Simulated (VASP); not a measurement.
# SnSe in VASP 6.6.1, single-point calculation

INCAR

```
ENCUT = 520
IBRION = -1
NBANDS = 17
NSW = 0
ISIF = 2
EDIFF = 1E-7
ISMEAR = -1
SIGMA = 0.02
PREC = Accurate
LREAL = .FALSE.
LWAVE = .FALSE.
LCHARG = .FALSE.
GGA = PE
NELM = 120
NELECT = 19.98
LASPH = .TRUE.
```

KPOINTS

```
KPOINTS created by Atomic Simulation Environment
0
Gamma
8 8 8
0 0 0
```

POSCAR

```
Sn Se
 1.0000000000000000
     0.0000000000000000    2.8983277001999999    2.8983277001999999
     2.8983277001999999    0.0000000000000000    2.8983277001999999
     2.8983277001999999    2.8983277001999999    0.0000000000000000
 Sn  Se
   1   1
Cartesian
  0.0000000000000000  0.0000000000000000  0.0000000000000000
  2.8983277001999999  2.8983277001999999  2.8983277001999999
```

The recommended PBE PAW datasets give the neutral cell 20 valence electrons.

Command

```
mpirun -np 1 vasp_std
```

Task: How does this run end, and what does it give?

Result: It converged. Results: pressure 7.6 GPa.

OSZICAR

```
N       E                     dE             d eps       ncg     rms          rms(c)
DAV:   1     0.133468278853E+03    0.13347E+03   -0.92430E+03  1003   0.137E+03
DAV:   2     0.411820863371E+01   -0.12935E+03   -0.12505E+03  1050   0.361E+02
DAV:   3    -0.801565760502E+01   -0.12134E+02   -0.12046E+02  1213   0.934E+01
DAV:   4    -0.831435068630E+01   -0.29869E+00   -0.29846E+00  1133   0.153E+01
DAV:   5    -0.832307136668E+01   -0.87207E-02   -0.87203E-02  1381   0.260E+00    0.372E+00
DAV:   6    -0.819893375766E+01    0.12414E+00   -0.27196E-01  1446   0.339E+00    0.231E+00
DAV:   7    -0.819629384175E+01    0.26399E-02   -0.64869E-02  1182   0.121E+00    0.975E-01
DAV:   8    -0.819758315149E+01   -0.12893E-02   -0.59344E-03  1248   0.721E-01    0.774E-02
DAV:   9    -0.819760188757E+01   -0.18736E-04   -0.61859E-04  1362   0.254E-01    0.460E-02
DAV:  10    -0.819762563443E+01   -0.23747E-04   -0.83899E-05  1172   0.557E-02    0.127E-02
DAV:  11    -0.819762968919E+01   -0.40548E-05   -0.18947E-05  1353   0.418E-02    0.453E-03
DAV:  12    -0.819762978041E+01   -0.91222E-07   -0.12377E-06  1243   0.991E-03    0.320E-03
DAV:  13    -0.819762965290E+01    0.12751E-06   -0.11528E-07   840   0.378E-03    0.109E-03
DAV:  14    -0.819762956861E+01    0.84283E-07   -0.10299E-07   773   0.192E-03
   1 F= -.81976296E+01 E0= -.81971427E+01  d E =-.973828E-03
```

Standard output (part)

```
POSCAR found type information on POSCAR SnSe
 POSCAR found :  2 types and       2 ions
 LDA part: xc-table for (Slater+PW92), standard interpolation
 POSCAR, INCAR and KPOINTS ok, starting setup
 WAVECAR not read
 entering main loop
 the old and the new charge density differ
    0.372E+00
```

The cell is charged and sits in a uniform background.

For comparison, a separate PBE run of the intended cell, on usual settings and not on those above, gives a gap of 0.72 eV on its mesh and a pressure of 8.5 GPa.
